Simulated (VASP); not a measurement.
**VASP 6.6.1 run: Si**

INCAR

```
METAGGA = R2SCAN
EDIFF = 1E-7
LCHARG = .FALSE.
AMIX = 0.8
ISIF = 2
ALGO = Normal
LASPH = .TRUE.
LWAVE = .FALSE.
NSW = 0
PREC = Accurate
SIGMA = 0.01
IBRION = -1
LREAL = .FALSE.
ISMEAR = 0
ENCUT = 520
ISYM = -1
NBANDS = 11
NELM = 120
```

KPOINTS

```
KPOINTS created by Atomic Simulation Environment
0
Gamma
4 4 4
0 0 0
```

POSCAR

```
Si
 1.0000000000000000
     0.0000000000000000    2.6404553287999999    2.6404553287999999
     2.6404553287999999    0.0000000000000000    2.6404553287999999
     2.6404553287999999    2.6404553287999999    0.0000000000000000
 Si
   2
Cartesian
  0.0000000000000000  0.0000000000000000  0.0000000000000000
  1.3202276643999999  1.3202276643999999  1.3202276643999999
```

The recommended PBE PAW datasets give the neutral cell 8 valence electrons.

Command

```
mpirun -np 1 vasp_std
```

OSZICAR

```
N       E                     dE             d eps       ncg     rms          rms(c)
DAV:   1    -0.102081494531E+01   -0.10208E+01   -0.33252E+03  1416   0.582E+02
DAV:   2    -0.179356168932E+02   -0.16915E+02   -0.15857E+02  1904   0.858E+01
DAV:   3    -0.184245913858E+02   -0.48897E+00   -0.48738E+00  1765   0.122E+01
DAV:   4    -0.184278304323E+02   -0.32390E-02   -0.32388E-02  1731   0.127E+00
DAV:   5    -0.184278572659E+02   -0.26834E-04   -0.26833E-04  1738   0.108E-01    0.676E+00
DAV:   6    -0.172434958162E+02    0.11844E+01   -0.35414E-01  1603   0.307E+00    0.392E+00
DAV:   7    -0.172525479110E+02   -0.90521E-02   -0.36805E-02  1648   0.108E+00    0.169E+00
DAV:   8    -0.172529309140E+02   -0.38300E-03   -0.16001E-03  1681   0.248E-01    0.103E-01
DAV:   9    -0.172530239155E+02   -0.93001E-04   -0.99325E-05  1586   0.757E-02    0.757E-02
DAV:  10    -0.172530212829E+02    0.26327E-05   -0.21933E-06  1902   0.109E-02    0.273E-02
DAV:  11    -0.172530199447E+02    0.13382E-05   -0.25639E-07  1664   0.251E-03    0.132E-03
DAV:  12    -0.172530200662E+02   -0.12151E-06   -0.10891E-08  1016   0.586E-04    0.257E-04
DAV:  13    -0.172530201025E+02   -0.36244E-07   -0.83100E-10   920   0.220E-04
   1 F= -.17253020E+02 E0= -.17253020E+02  d E =-.122424E-23
```

Standard output (part)

```
POSCAR found type information on POSCAR Si
 POSCAR found :  1 types and       2 ions
 LDA part: xc-table for (None), standard interpolation
 POSCAR, INCAR and KPOINTS ok, starting setup
 WAVECAR not read
 entering main loop
```

From OUTCAR

```
k-points           NKPTS =     64   k-points in BZ     NKDIM =     64   number of bands    NBANDS=     11

   NELECT =       8.0000    total number of electrons

   dimension x,y,z NGX =    28 NGY =   28 NGZ =   28
   dimension x,y,z NGXF=    56 NGYF=   56 NGZF=   56

  energy-cutoff  :      520.00
  volume of cell :       36.82
      direct lattice vectors                 reciprocal lattice vectors
     0.000000000  2.640455329  2.640455329    -0.189361280  0.189361280  0.189361280
     2.640455329  0.000000000  2.640455329     0.189361280 -0.189361280  0.189361280
     2.640455329  2.640455329  0.000000000     0.189361280  0.189361280 -0.189361280

 k-points in reciprocal lattice and weights: KPOINTS created by Atomic Simulation Env
   0.00000000  0.00000000  0.00000000       0.016
   0.25000000  0.00000000  0.00000000       0.016
   0.50000000  0.00000000  0.00000000       0.016
  -0.25000000  0.00000000  0.00000000       0.016
   0.00000000  0.25000000  0.00000000       0.016
   0.25000000  0.25000000  0.00000000       0.016
   0.50000000  0.25000000  0.00000000       0.016
  -0.25000000  0.25000000  0.00000000       0.016
   ...

 E-fermi :   6.7339

 k-point     1 :       0.0000    0.0000    0.0000
  band No.  band energies     occupation
      1      -6.4837      2.00000
      2       6.6655      2.00000
      3       6.6655      2.00000
      4       6.6655      2.00000
      5       9.4469      0.00000
      6       9.4469      0.00000
      7       9.4469      0.00000
      8      11.7284      0.00000
      9      14.8022      0.00000
     10      14.8022      0.00000
     11      15.7385      0.00000

 k-point     2 :       0.2500    0.0000    0.0000
  band No.  band energies     occupation
      1      -5.5782      2.00000
      2       2.4100      2.00000
      3       5.8015      2.00000
      4       5.8015      2.00000
      5       9.3255      0.00000
      6      10.4779      0.00000
      7      10.4779      0.00000
      8      14.3031      0.00000
      9      14.3031      0.00000
     10      14.9761      0.00000
     11      16.7147      0.00000

 k-point     3 :       0.5000    0.0000    0.0000
  band No.  band energies     occupation
      1      -3.8003      2.00000
      2      -1.0425      2.00000
      3       5.3132      2.00000
      4       5.3132      2.00000
      5       8.8686      0.00000
      6      10.1842      0.00000
      7      10.1842      0.00000
      8      15.1105      0.00000
      9      18.0409      0.00000
     10      18.0409      0.00000
     11      19.2856      0.00000

 k-point     4 :      -0.2500    0.0000    0.0000
  band No.  band energies     occupation
      1      -5.5782      2.00000
      2       2.4100      2.00000
      3       5.8015      2.00000
      4       5.8015      2.00000
      5       9.3255      0.00000
      6      10.4779      0.00000
      7      10.4779      0.00000
      8      14.3031      0.00000
      9      14.3031      0.00000
     10      14.9761      0.00000
     11      16.7147      0.00000

 k-point     5 :       0.0000    0.2500    0.0000
  band No.  band energies     occupation
      1      -5.5782      2.00000
      2       2.4100      2.00000
      3       5.8015      2.00000
      4       5.8015      2.00000
      5       9.3255      0.00000
      6      10.4779      0.00000
      7      10.4779      0.00000
      8      14.3031      0.00000
      9      14.3031      0.00000
     10      14.9761      0.00000
     11      16.7147      0.00000

 ...

  Total        2.6019708      2.6019708      2.6019708      0.0000002      0.0000002      0.0000002
  in kB      113.2260973    113.2260967    113.2260964      0.0000107      0.0000089      0.0000086
  external PRESSURE =     113.2260968 kB  Pullay stress =       0.0000000 kB

 POSITION                                       TOTAL-FORCE (eV/Angst)
 -----------------------------------------------------------------------------------
      0.00000      0.00000      0.00000        -0.000000     -0.000000     -0.000000
      1.32023      1.32023      1.32023         0.000000      0.000000      0.000000
 -----------------------------------------------------------------------------------
    total drift:                               -0.000000      0.000000      0.000000

  FREE ENERGIE OF THE ION-ELECTRON SYSTEM (eV)
  ---------------------------------------------------
  free  energy   TOTEN  =       -17.2530201025 eV

  energy  without entropy=      -17.2530201025  energy(sigma->0) =      -17.25302010
```

It converged. Results: gap between bands v and c on the k mesh 0.73 eV; least direct gap on the k mesh 2.78 eV; pressure 11.3 GPa. Band v is the last that the valence electrons fill when counted band by band, and c is the next.

These settings aren't sound, so the numbers aren't properties of the crystal.

On sound settings r²SCAN gives a gap of 0.67 eV on its mesh and a pressure of 10.5 GPa for the intended cell.

The run took about 66 s on one core of a shared host (Intel Xeon Platinum 8488C) and held 0.16 GiB at most.
